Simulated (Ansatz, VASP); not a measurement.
**One calculation of Ta, two programs**

```
Ta
1.0
    -1.65233    1.65233    1.65233
     1.65233   -1.65233    1.65233
     1.65233    1.65233   -1.65233
Ta
1
Cartesian
  0.0000 0.0000 0.0000
```

Alike in both runs: functional r2SCAN; k mesh 18 × 18 × 18; occupations gaussian, width 0.1 eV; no spin polarisation.

Ansatz relaxed the structure, and its values are those at the end. VASP's run is a single point on that final structure, the one shown.

```csv
,VASP,Ansatz
version,VASP 6.6.1,Ansatz 0.2.0
potentials or method,"VASP PAW PBE potentials, release 64 (Ta_pv)","scalar-relativistic, plane waves, PAW"
plane-wave cutoff (eV),520,500
valence electrons in the cell,11,13
```

Ansatz gave:

- gap on the k mesh at the Fermi level (eV): none
- pressure (GPa): 0.0

Task: Which values does VASP return?

Result: gap on the k mesh at the Fermi level (eV): none; pressure (GPa): 0.6.

A gap of «none» marks a metal or a gap that the smearing closes. With one functional, cell and mesh, what is left measures potentials, basis and numerics. The two sets of potentials don't hold the same shells in valence.

Caveats: the PAW data sets were made with another functional, which shifts forces and pressure a little (VASP). Spin-orbit coupling is left out, which matters for the levels of Ta.
